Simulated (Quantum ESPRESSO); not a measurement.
# Ge (P6_3/mmc) in Quantum ESPRESSO: single point with PBE

Aim: the single point of Ge with PBE.

Everything below comes from runs of Quantum ESPRESSO 7.5. Logs are shortened: lines on timing, memory, paths and dates and some standing lists are left out, and cuts for length are marked.

### 1 The structure

It takes space group P6_3/mmc (No. 194, hexagonal). Conventional cell: a = 3.998 Å, b = 3.998 Å, c = 6.599 Å, α = 90.00°, β = 90.00°, γ = 120.00°. Ge (site symmetry 3m) has 4 Ge at 2.45 to 2.47 Å as nearest neighbours.

This isn't the form of Ge at room conditions, which is diamond.

### 2 Single point, PBE

Contents of run.py:

```python
import numpy as np
from ase.calculators.espresso import Espresso, EspressoProfile
from ase.io import read

atoms = read('Ge.cif')

input_data = {
    'control': {'calculation': 'scf', 'prefix': 'pwscf', 'outdir': './tmp', 'tprnfor': True, 'tstress': True, 'disk_io': 'nowf'},
    'system': {'ecutwfc': 55.0, 'ecutrho': 440.0, 'nbnd': 38, 'occupations': 'smearing', 'smearing': 'fd', 'degauss': 0.00367493},
    'electrons': {'conv_thr': 8e-10, 'electron_maxstep': 120, 'mixing_beta': 0.5},
}
pseudopotentials = {'Ge': 'ge_pbe_v1.4.uspp.F.UPF'}
profile = EspressoProfile(command='mpirun -n 2 pw.x -nk 2', pseudo_dir='pseudo')
dft = Espresso(profile=profile, input_data=input_data, pseudopotentials=pseudopotentials, kpts=(8, 8, 4), koffset=(0, 0, 0))
atoms.calc = dft

print(f'energy {atoms.get_potential_energy():.8f} eV')
print('forces (eV/A)')
print(np.round(atoms.get_forces(), 6))
print('stress (eV/A^3, Voigt)')
print(np.round(atoms.get_stress(), 8))
print(f'Fermi level {dft.get_fermi_level():.4f} eV')
```

Contents of Ge.cif:

```cif
data_Ge
_cell_length_a 3.99758584
_cell_length_b 3.99758584
_cell_length_c 6.59937795
_cell_angle_alpha 90.00000000
_cell_angle_beta 90.00000000
_cell_angle_gamma 120.00000000
_space_group_name_H-M_alt 'P1'
_space_group_name_Hall 'P 1'
_space_group_IT_number 1
loop_
_space_group_symop_operation_xyz
'x,y,z'
loop_
_atom_site_label
_atom_site_type_symbol
_atom_site_symmetry_multiplicity
_atom_site_Wyckoff_symbol
_atom_site_fract_x
_atom_site_fract_y
_atom_site_fract_z
_atom_site_occupancy
Ge1 Ge 1 a 0.3333333333 0.6666666667 0.9370987500 1
Ge2 Ge 1 a 0.6666666667 0.3333333333 0.4370987500 1
Ge3 Ge 1 a 0.3333333333 0.6666666667 0.5629012500 1
Ge4 Ge 1 a 0.6666666667 0.3333333333 0.0629012500 1
```

Potentials or basis: SSSP 1.3 efficiency PBE.

Run with:

```bash
OMP_NUM_THREADS=1 python run.py
```

Output:

```text
energy -11627.37148043 eV
forces (eV/A)
[[ 0.        0.       -0.013427]
 [ 0.       -0.       -0.013427]
 [-0.       -0.        0.013427]
 [ 0.        0.        0.013427]]
stress (eV/A^3, Voigt)
[-0.01859453 -0.01859453 -0.0169345  -0.         -0.          0.        ]
Fermi level 8.4336 eV
```

espresso.pwi:

```text
&CONTROL
   calculation      = 'scf'
   tstress          = .true.
   tprnfor          = .true.
   outdir           = './tmp'
   prefix           = 'pwscf'
   disk_io          = 'nowf'
   pseudo_dir       = 'pseudo'
/
&SYSTEM
   nbnd             = 38
   ecutwfc          = 55.0
   ecutrho          = 440.0
   occupations      = 'smearing'
   degauss          = 0.00367493
   smearing         = 'fd'
   ntyp             = 1
   nat              = 4
   ibrav            = 0
/
&ELECTRONS
   electron_maxstep = 120
   conv_thr         = 8e-10
   mixing_beta      = 0.5
/
&IONS
/
&CELL
/
&FCP
/
&RISM
/
ATOMIC_SPECIES
Ge 72.63 ge_pbe_v1.4.uspp.F.UPF

K_POINTS automatic
8 8 4  0 0 0

CELL_PARAMETERS angstrom
3.99758584000000 0.00000000000000 0.00000000000000
-1.99879292000000 3.46201089124895 0.00000000000000
0.00000000000000 0.00000000000000 6.59937795000000

ATOMIC_POSITIONS angstrom
Ge -0.0000000002 2.3080072609 6.1842688277  
Ge 1.9987929202 1.1540036303 2.8845798527  
Ge -0.0000000002 2.3080072609 3.7147980973  
Ge 1.9987929202 1.1540036303 0.4151091223
```

espresso.pwo:

```text
This program is part of the open-source Quantum ESPRESSO suite
     for quantum simulation of materials; please cite
         "P. Giannozzi et al., J. Phys.:Condens. Matter 21 395502 (2009);
         "P. Giannozzi et al., J. Phys.:Condens. Matter 29 465901 (2017);
         "P. Giannozzi et al., J. Chem. Phys. 152 154105 (2020);
     in publications or presentations arising from this work. More details at

Warning: card &CELL ignored
Warning: card &FCP ignored
Warning: card &RISM ignored

     Message from routine setup:
     using ibrav=0 with symmetry is DISCOURAGED, use correct ibrav instead

     K-points division:     npool     =       2
     Subspace diagonalization in iterative solution of the eigenvalue problem:
     a serial algorithm will be used

     G-vector sticks info
     --------------------
     sticks:   dense  smooth     PW     G-vecs:    dense   smooth      PW
     Sum        1735     859    253                96137    33989    5311

     Using Slab Decomposition

     bravais-lattice index     =            0
     lattice parameter (alat)  =       7.5543  a.u.
     unit-cell volume          =     616.3478 (a.u.)^3
     number of atoms/cell      =            4
     number of atomic types    =            1
     number of electrons       =        56.00
     number of Kohn-Sham states=           38
     kinetic-energy cutoff     =      55.0000  Ry
     charge density cutoff     =     440.0000  Ry
     scf convergence threshold =      8.0E-10
     mixing beta               =       0.5000
     number of iterations used =            8  plain     mixing
     Exchange-correlation=  SLA  PW   PBX  PBC
                           (   1   4   3   4   0   0   0)

     celldm(1)=   7.554342  celldm(2)=   0.000000  celldm(3)=   0.000000
     celldm(4)=   0.000000  celldm(5)=   0.000000  celldm(6)=   0.000000

     crystal axes: (cart. coord. in units of alat)
               a(1) = (   1.000000   0.000000   0.000000 )
               a(2) = (  -0.500000   0.866025   0.000000 )
               a(3) = (   0.000000   0.000000   1.650841 )

     reciprocal axes: (cart. coord. in units 2 pi/alat)
               b(1) = (  1.000000  0.577350 -0.000000 )
               b(2) = (  0.000000  1.154701  0.000000 )
               b(3) = (  0.000000 -0.000000  0.605752 )

     PseudoPot. # 1 for Ge read from file:
     ge_pbe_v1.4.uspp.F.UPF
     Pseudo is Ultrasoft + core correction, Zval = 14.0
     Generated by new atomic code, or converted to UPF format
     Using radial grid of  873 points,  6 beta functions with:
                l(1) =   0
                l(2) =   0
                l(3) =   1
                l(4) =   1
                l(5) =   2
                l(6) =   2
     Q(r) pseudized with  8 coefficients,  rinner =    1.400   1.400   1.400
                                                       1.400   1.400

     atomic species   valence    mass     pseudopotential
     Ge               14.00    72.63000     Ge( 1.00)

     24 Sym. Ops., with inversion, found (12 have fractional translation)

   Cartesian axes

     site n.     atom                  positions (alat units)
         1        Ge     tau(   1) = (  -0.0000000   0.5773503   1.5470009  )
         2        Ge     tau(   2) = (   0.5000000   0.2886751   0.7215805  )
         3        Ge     tau(   3) = (  -0.0000000   0.5773503   0.9292604  )
         4        Ge     tau(   4) = (   0.5000000   0.2886751   0.1038400  )

     number of k points=    30  Fermi-Dirac smearing, width (Ry)=  0.0037
                       cart. coord. in units 2pi/alat
        k(    1) = (   0.0000000   0.0000000   0.0000000), wk =   0.0078125
        k(    2) = (   0.0000000   0.0000000   0.1514380), wk =   0.0156250
        k(    3) = (   0.0000000   0.0000000  -0.3028760), wk =   0.0078125
        k(    4) = (   0.0000000   0.1443376   0.0000000), wk =   0.0468750
        k(    5) = (   0.0000000   0.1443376   0.1514380), wk =   0.0937500
        k(    6) = (   0.0000000   0.1443376  -0.3028760), wk =   0.0468750
[... 22 lines left out ...]
        k(   29) = (   0.2500000   0.5773503   0.1514380), wk =   0.0937500
        k(   30) = (   0.2500000   0.5773503  -0.3028760), wk =   0.0468750

     Dense  grid:    96137 G-vectors     FFT dimensions: (  54,  54,  90)

     Smooth grid:    33989 G-vectors     FFT dimensions: (  36,  36,  60)

     Check: negative core charge=   -0.000001

     Initial potential from superposition of free atoms

     starting charge      55.9965, renormalised to      56.0000
     Starting wfcs are   36 randomized atomic wfcs +    2 random wfcs

     Self-consistent Calculation

     iteration #  1     ecut=    55.00 Ry     beta= 0.50
     Davidson diagonalization with overlap
     ethr =  1.00E-02,  avg # of iterations =  5.1

     Threshold (ethr) on eigenvalues was too large:
     Diagonalizing with lowered threshold

     Davidson diagonalization with overlap
     ethr =  1.18E-04,  avg # of iterations =  3.8

     total energy              =    -854.59637536 Ry
     estimated scf accuracy    <       0.06793051 Ry

     iteration #  2     ecut=    55.00 Ry     beta= 0.50
     Davidson diagonalization with overlap
     ethr =  1.21E-04,  avg # of iterations =  1.0
[... 36 lines left out ...]
     total energy              =    -854.59611594 Ry
     estimated scf accuracy    <          1.2E-09 Ry

     iteration #  8     ecut=    55.00 Ry     beta= 0.50
     Davidson diagonalization with overlap
     ethr =  2.15E-12,  avg # of iterations =  3.9

     End of self-consistent calculation

          k = 0.0000 0.0000 0.0000 (  4271 PWs)   bands (ev):

   -16.4757 -16.4757 -16.4377 -16.4377 -16.4373 -16.4244 -16.4127 -16.4127
   -16.3608 -16.3608 -16.2368 -16.2368 -16.2229 -16.2074 -16.2035 -16.2035
   -16.1857 -16.1857 -16.1558 -16.1558  -4.3654  -2.3267   0.8020   6.9285
     6.9285   8.2480   8.3300   8.3996   8.5246   8.5246  10.6727  10.6727
    11.1585  12.9552  12.9552  14.5601  15.7474  15.7474

          k = 0.0000 0.0000 0.1514 (  4217 PWs)   bands (ev):
[... 81 lines left out ...]
   -16.4725 -16.4725 -16.4699 -16.4699 -16.4194 -16.4194 -16.3645 -16.3645
   -16.3467 -16.3467 -16.2561 -16.2561 -16.2506 -16.2506 -16.2127 -16.2127
   -16.1592 -16.1592 -16.1536 -16.1536  -2.2582  -2.2582   1.3000   1.3000
     5.6952   5.6952   6.1625   6.1625   9.1724   9.1724  10.9696  10.9696
    14.3541  14.3541  15.8681  15.8681  17.0904  17.0904

          k = 0.0000-0.5774 0.0000 (  4236 PWs)   bands (ev):

   -16.4893 -16.4851 -16.4813 -16.4590 -16.4132 -16.3957 -16.3661 -16.3320
   -16.3163 -16.3031 -16.3023 -16.2974 -16.2929 -16.2362 -16.2238 -16.2234
   -16.1667 -16.1481 -16.1395 -16.1354  -2.3901  -0.7452  -0.2203   1.6624
     3.8361   5.3449   5.6039   6.9629   8.9515  10.0600  11.9769  12.1152
    12.7268  13.9601  15.9032  16.5145  17.8318  18.7184

          k = 0.0000-0.5774 0.1514 (  4250 PWs)   bands (ev):

   -16.4820 -16.4819 -16.4740 -16.4636 -16.4176 -16.3959 -16.3672 -16.3590
   -16.3503 -16.3188 -16.2731 -16.2651 -16.2648 -16.2414 -16.2260 -16.2224
   -16.1621 -16.1547 -16.1439 -16.1430  -2.2248  -1.1282   0.0092   1.2511
     4.4908   5.5183   6.1323   6.6254   9.0451   9.0963  11.3031  11.9157
    12.8193  13.8488  16.5701  18.1383  18.1537  18.4965

          k = 0.0000-0.5774-0.3029 (  4256 PWs)   bands (ev):

   -16.4733 -16.4733 -16.4687 -16.4687 -16.4146 -16.4146 -16.3738 -16.3738
   -16.3413 -16.3413 -16.2547 -16.2547 -16.2379 -16.2379 -16.2283 -16.2283
   -16.1587 -16.1587 -16.1521 -16.1521  -1.7592  -1.7592   0.5442   0.5442
     5.8633   5.8633   5.9997   5.9997   8.9453   8.9453  10.5282  10.5282
    14.5111  14.5111  16.0112  16.0112  18.9352  18.9352

          k = 0.1250 0.2165 0.0000 (  4229 PWs)   bands (ev):

   -16.4909 -16.4849 -16.4547 -16.4521 -16.4321 -16.4087 -16.3826 -16.3767
   -16.3398 -16.3343 -16.2682 -16.2646 -16.2634 -16.2274 -16.2047 -16.1995
   -16.1799 -16.1763 -16.1426 -16.1373  -3.8645  -1.8047   0.7564   4.4698
     4.9707   5.7935   7.4576   7.4851  10.2300  10.3561  10.8309  11.9674
    12.3273  12.9944  14.0873  15.0957  15.2853  16.6191
[... 107 lines left out ...]
   -16.4898 -16.4898 -16.4680 -16.4680 -16.4038 -16.4038 -16.3428 -16.3428
   -16.3273 -16.3273 -16.2847 -16.2847 -16.2598 -16.2598 -16.2319 -16.2319
   -16.1589 -16.1589 -16.1353 -16.1353  -1.3804  -1.3804   0.3489   0.3489
     4.3009   4.3009   6.3365   6.3365   9.6648   9.6648  12.6629  12.6629
    13.1836  13.1836  15.5376  15.5376  16.5472  16.5472

     the Fermi energy is     8.4336 ev

!    total energy              =    -854.59611594 Ry
     estimated scf accuracy    <          4.1E-10 Ry
     smearing contrib. (-TS)   =      -0.00008912 Ry
     internal energy E=F+TS    =    -854.59602682 Ry

     The total energy is F=E-TS. E is the sum of the following terms:
     one-electron contribution =    -559.56813988 Ry
     hartree contribution      =     331.57210323 Ry
     xc contribution           =    -233.25541576 Ry
     ewald contribution        =    -393.34457441 Ry

     convergence has been achieved in   8 iterations

     Forces acting on atoms (cartesian axes, Ry/au):

     atom    1 type  1   force =     0.00000000    0.00000000   -0.00052222
     atom    2 type  1   force =     0.00000000   -0.00000000   -0.00052222
     atom    3 type  1   force =    -0.00000000   -0.00000000    0.00052222
     atom    4 type  1   force =     0.00000000    0.00000000    0.00052222

     Total force =     0.001044     Total SCF correction =     0.000017

     Computing stress (Cartesian axis) and pressure

          total   stress  (Ry/bohr**3)                   (kbar)     P=       28.91
   0.00020252  -0.00000000   0.00000000           29.79       -0.00        0.00
  -0.00000000   0.00020252   0.00000000           -0.00       29.79        0.00
  -0.00000000   0.00000000   0.00018444           -0.00        0.00       27.13

=------------------------------------------------------------------------------=
   JOB DONE.
=------------------------------------------------------------------------------=
```

Run time: 23 s. Hardware: 2 MPI ranks of Intel Xeon 6975P-C (Granite Rapids), shared host; peak memory 0.54 GiB.

Results:

```
Free energy            : -11627.3725 eV
Pressure               : 2.9 GPa
Largest force          : 0.013 eV/Å
Band gap on the k mesh : 0.13 eV, direct
```

Forces in eV/Å, atoms in the order of the input:
```
Ge   0.000  0.000 -0.013
Ge   0.000  0.000 -0.013
Ge   0.000  0.000  0.013
Ge   0.000  0.000  0.013
```

Stress tensor (GPa, compression positive):
```
2.98 0.00 0.00
0.00 2.98 0.00
0.00 0.00 2.71
```

A k mesh can miss the band edges. Expect the measured gap to be larger: semilocal functionals such as PBE lack the derivative discontinuity.

### 3 For comparison

An earlier run on the cell as given: functional PBE; potentials or basis SSSP 1.3 efficiency PBE; cutoff 748 eV; density cutoff 5987 eV; k mesh 8 × 8 × 4; occupations fermi-dirac, width 0.05 eV; no spin polarisation.

- Pressure: 2.9 GPa
- Largest force: 0.013 eV/Å
- Band gap on the k mesh: 0.13 eV, direct
